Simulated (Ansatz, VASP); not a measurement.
MgI2: VASP beside Ansatz

The input INCAR:

```
ALGO     = Normal         # electronic algorithm
EDIFF    = 1E-6           # SCF threshold, eV
ENCUT    = 520            # plane-wave cutoff, eV
GGA      = PE             # functional
ISIF     = 2              # what is computed and relaxed
ISMEAR   = 0              # smearing method
LASPH    = T              # aspherical terms in the spheres
LCHARG   = F              # write CHGCAR
LREAL    = F              # projectors in reciprocal space
LWAVE    = F              # write WAVECAR
NBANDS   = 15             # bands
NELM     = 60             # most SCF steps
PREC     = Accurate       # precision mode
SIGMA    = 0.05           # smearing width, eV
```

The input KPOINTS:

```
k-points
0
Gamma
  6 6 4
```

The input POSCAR:

```
MgI2
1.0
    4.0918639477      0.0000000000      0.0000000000
   -2.0459319739      3.5436581276      0.0000000000
    0.0000000000      0.0000000000      7.5975677033
Mg I
1 2
Direct
    0.0000000000      0.0000000000      0.0000000000
    0.3333333333      0.6666666667      0.7781860196
    0.6666666667      0.3333333333      0.2218139804
```

Input for Ansatz:

```yaml
crystal:
  lattice:
    - [4.0918639477, 0.0, 0.0]
    - [-2.0459319739, 3.5436581276, 0.0]
    - [0.0, 0.0, 7.5975677033]
  atoms:
    - { symbol: Mg, position: [0.0, 0.0, 0.0] }
    - { symbol: I, position: [0.3333333333, 0.6666666667, 0.7781860196] }
    - { symbol: I, position: [0.6666666667, 0.3333333333, 0.2218139804] }
basis:
  ecutwfc: 520.0
kpoints:
  mp_grid: { grid: [6, 6, 4] }
hamiltonian:
  xc: pbe
scf:
  occupations: { method: gaussian, width: 0.05 }
output:
  forces: true
  stress: true
  eigenvalues: true
  write_density: true
  write_potential: true
  elf: true
  volumetric_format: npy
```

Alike in both runs: task single point; functional PBE; k mesh 6 × 6 × 4; occupations gaussian, width 0.05 eV; no spin polarisation.

|  | VASP | Ansatz |
| --- | --- | --- |
| version | VASP 6.6.1 | Ansatz 0.2.0 |
| potentials or method | VASP PAW PBE potentials, release 64 (Mg, I) | scalar-relativistic, plane waves, PAW |
| plane-wave cutoff (eV) | 520 | 520 |
| valence electrons in the cell | 16 | 44 |

Ansatz gave:

| Item | Value |
| --- | --- |
| gap on the k mesh at the Fermi level (eV) | 3.58 |
| least direct gap on the mesh (eV) | 3.84 |
| pressure (GPa) | 1.5 |
| largest component of the traceless stress (GPa) | 0.71 |
| rms of the force components (eV/Å) | 0.062 |

What did VASP give for the same quantities?

gap on the k mesh at the Fermi level (eV): 3.56; least direct gap on the mesh (eV): 3.83; pressure (GPa): 1.4; largest component of the traceless stress (GPa): 0.71; rms of the force components (eV/Å): 0.057.

Atom by atom the forces differ by 0.005 eV/Å (rms over components). The two sets of potentials don't hold the same shells in valence.

Caveats: spin-orbit coupling is left out, which moves the levels of the heavy elements; this functional lacks dispersion, which binds the layers, so the pressure and a relaxed spacing across them are unreliable. A k mesh can miss the band edges.
